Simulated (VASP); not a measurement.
**From an Ansatz input to VASP: AlN (zincblende)**

Ansatz input

```yaml
crystal:
  lattice:
    - [0.0, 2.2015394248, 2.2015394248]
    - [2.2015394248, 0.0, 2.2015394248]
    - [2.2015394248, 2.2015394248, 0.0]
  atoms:
    - { symbol: Al, position: [0.0, 0.0, 0.0] }
    - { symbol: "N", position: [0.25, 0.25, 0.25] }
kpoints:
  mp_grid: { grid: [10, 10, 10] }
hamiltonian:
  xc: pbesol
scf:
  occupations: { method: fermi_dirac, width: 0.02 }
relax:
  f_tol: 0.005
  cell: {}
```

Problem. Which VASP files do the same job?

Solution. 

INCAR

```
NBANDS = 11
GGA = PS
ISMEAR = -1
NSW = 40
IBRION = 2
PREC = Accurate
EDIFFG = -5E-3
LASPH = .TRUE.
EDIFF = 1E-7
LWAVE = .FALSE.
ENCUT = 600
LREAL = .FALSE.
SIGMA = 0.02
LCHARG = .FALSE.
ISIF = 3
NELM = 120
```

KPOINTS

```
KPOINTS created by Atomic Simulation Environment
0
Gamma
10 10 10
0 0 0
```

POSCAR

```
Al N
 1.0000000000000000
    -0.0000000000000000    2.2015394247564495    2.2015394247564495
     2.2015394247564495   -0.0000000000000000    2.2015394247564495
     2.2015394247564495    2.2015394247564495   -0.0000000000000000
 Al  N
   1   1
Cartesian
  0.0000000000000000  0.0000000000000000  0.0000000000000000
  1.1007697123782247  1.1007697123782247  1.1007697123782247
```

VASP ran with the recommended PBE PAW datasets (8 valence electrons in the cell). Other inputs would serve too.

|  | Ansatz | VASP |
| --- | --- | --- |
| relaxed cell vector lengths | 3.095, 3.095, 3.095 Å | 3.095, 3.095, 3.095 Å |
| relaxed cell volume | 20.97 Å³ | 20.96 Å³ |

Datasets and cutoffs are each program's own. VASP's cell holds 8 valence electrons and Ansatz's 8.
